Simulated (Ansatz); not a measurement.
ZnTe (zinc blende)

```yaml
crystal:
  lattice:
    - [0.00000, 3.03295, 3.03295]
    - [3.03295, 0.00000, 3.03295]
    - [3.03295, 3.03295, 0.00000]
  atoms:
    - { symbol: Te, position: [0.25000, 0.25000, 0.25000] }
    - { symbol: Zn, position: [0.00000, 0.00000, 0.00000] }
```

Equation-of-state scan: isotropic scaling of the cell above, V₀ being its volume. Symmetry pins the atoms to their sites.

Calculation: PBEsol (plane waves to 420 eV, PAW, scalar-relativistic; Ansatz, a first-principles code). k mesh 10×10×10 (Γ-centred), Fermi-Dirac smearing 0.05 eV. The energy includes the smearing's −TS. Stress and pressure are positive under compression. Spin-orbit coupling is left out, though Te is heavy. ZnTe was relaxed with its symmetry unable to fall. ΔE is measured from the relaxed starting cell.

```
V (Å³/atom)  ΔE (meV/atom)
-----------  -------------
23.435            withheld
24.180               101.9
24.923                61.6
25.667                32.8
26.411                13.8
27.155                 3.3
27.899                 0.0
28.643                 3.0
29.387                11.3
30.131                24.3
30.875                41.2
31.619                61.5
32.363                84.7
```

### Question
Fit a third-order Birch-Murnaghan form (E₀, V₀, B₀, B₀′ free) to the given rows and predict ΔE at V = 23.435.

### Answer
Least squares on the 12 given rows: ΔE = E₀ + (9V₀B₀/16)·y²·[2 + (B₀′ − 4)y], y = (V₀/V)^(2/3) − 1, with V₀ = 27.897 Å³/atom, B₀ = 50.28 GPa (160.2 GPa = 1 eV/Å³; the term in eV is multiplied by 1000), B₀′ = 4.68, E₀ = 0.02 meV/atom; root-mean-square residual 0.02 meV/atom. At 23.435 the fit gives 155.8 meV/atom; the calculation gives 155.7 meV/atom, so the extrapolation is off by 0.1 (+0.1 %). For the pressure the fit gives 13.2 GPa against the computed 13.2 GPa.

(Under strain, the slope of the energy per volume gives the stress and its curvature an elastic modulus.)
